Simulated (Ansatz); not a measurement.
Take a crystal in which Cu has been replaced by Zn on all its sites, with the cell rescaled by a rough guess (in some cases also distorted within its space group) and nothing relaxed:

```
CELL_PARAMETERS angstrom
0.00000 2.65468 2.65468
2.65468 0.00000 2.65468
2.65468 2.65468 0.00000
ATOMIC_POSITIONS crystal
Zn 0.75000 0.75000 0.75000
Zn 0.25000 0.25000 0.25000
S 0.00000 0.00000 0.00000
```

These are results of DFT PBEsol, scalar-relativistic, plane waves, PAW (Ansatz), not measurements.

Cutoff 420 eV; k points 14×14×14 on the computed 3-atom cell (Γ-centred); Gaussian smearing, width 0.10 eV; no spin polarisation.

Problem. What pressure does the cell carry?

Solution. The pressure is 52.3 GPa (positive in compression), so the cell would expand.

Problem. Is it a metal on this mesh?

Solution. Yes, a band crosses the Fermi level.

Problem. What is its energy against the elements in their standard states?

Solution. +0.822 eV/atom at this unrelaxed geometry, with the elements in the same functional.

Spin polarisation was left out, and a magnetic state may lie lower.